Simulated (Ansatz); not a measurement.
Set up this calculation in Ansatz 0.2.0, as the native input.

```
Task                : density of states
Functional          : PBEsol
Potentials or basis : Ansatz PAW
Cutoff              : 420 eV (not typed: the program's choice for these potentials)
k mesh              : 9 × 8 × 6
Occupations         : fermi-dirac, width 0.05 eV
Spin                : collinear spin, ferromagnetic start
Starting moments    : [1.0, 1.0, 0.0, 0.0] μB
```

Crystal: SiNi.

```
CELL_PARAMETERS angstrom
2.94277 0.00000 0.00000
0.00000 3.28033 0.00000
0.00000 0.00000 4.67745
ATOMIC_POSITIONS crystal
Ni 0.50000 0.50000 0.34250
Ni 0.00000 0.00000 0.65750
Si 0.50000 0.50000 0.84314
Si 0.00000 0.00000 0.15686
```

The cell is a database's computed one.

These files were run (other wordings do the same):

input.yaml

```yaml
crystal:
  lattice:
    - [2.94277066, 0.0, 0.0]
    - [0.0, 3.28032554, 0.0]
    - [0.0, 0.0, 4.67744676]
  atoms:
    - { symbol: Ni, position: [0.5, 0.5, 0.34249559], spin: 1.0 }
    - { symbol: Ni, position: [0.0, 0.0, 0.65750441], spin: 1.0 }
    - { symbol: Si, position: [0.5, 0.5, 0.84314316] }
    - { symbol: Si, position: [0.0, 0.0, 0.15685684] }
hamiltonian:
  xc: pbesol
  pseudopotentials: { kind: paw }
magnetization:
  spin_polarized: true
kpoints:
  mp_grid: { grid: [9, 8, 6] }
scf:
  occupations: { method: fermi_dirac, width: 0.05 }
  n_extra_bands: 10
output:
  forces: true
  stress: true
  eigenvalues: true
  dos: { projected: false, de: 0.05, nscf_kmesh: { grid: [14, 12, 9] } }
```

Potentials or basis: Ansatz PAW.

Launch:

```bash
$ ansatz run input.yaml --threads 2 --pin off --max-ram 5632MiB --backend cpu --events-out ev --progress --plain --runs-dir out
```

It gave:

```
Pressure                             : 0.2 GPa
Largest force                        : 0.092 eV/Å
Band gap on the k mesh               : none (metal or under the smearing width)
Net moment                           : 0.00 μB per cell
Absolute moment                      : 0.00 μB per cell
Density of states at the Fermi level : 1.06 states/eV per cell
```

Caveat: the PAW data sets come from PBE, with cores solved anew for the run's functional, which leaves a small shift of forces and pressure; the starting moments weren't kept.

Run time: 21 s on 2 threads of Arm Neoverse V1, with other jobs on the host, peak memory 0.56 GiB.
